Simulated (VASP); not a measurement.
A run of VASP 6.6.1:

INCAR

```
PREC = Accurate
ENCUT = 600
EDIFF = 1E-6
ISMEAR = 0
SIGMA = 0.03
LREAL = False
LASPH = True
NELM = 80
ALGO = Normal
ISIF = 3
LWAVE = False
LCHARG = False
GGA = PS
IBRION = 2
NSW = 90
EDIFFG = -0.01
KPAR = 2
```

The input KPOINTS:

```
Automatic mesh
0
Gamma
  10 10 10
```

Contents of POSCAR:

```
GaAs
1.0
    0.0000000000      2.8268500000      2.8268500000
    2.8268500000      0.0000000000      2.8268500000
    2.8268500000      2.8268500000      0.0000000000
Ga As
1 1
Direct
    0.0000000000      0.0000000000      0.0000000000
    0.2500000000      0.2500000000      0.2500000000
```

Potentials or basis: VASP PAW PBE potentials, release 64 (Ga_d, As).

The run is started by

```console
$ cat potpaw_PBE.64/Ga_d/POTCAR potpaw_PBE.64/As/POTCAR > POTCAR
$ mpirun -np 2 vasp_std > vasp.out
```

Hardware: 2 MPI ranks on Intel(R) Xeon(R) Platinum 8488C (Sapphire Rapids), on a shared host.

Estimate the wall time of this run.

Wall time 21 s on 2 MPI ranks on Intel(R) Xeon(R) Platinum 8488C (Sapphire Rapids) (shared host), peak memory 0.19 GiB a rank. Counts: scf iterations 24, k points 47, ion steps 3.
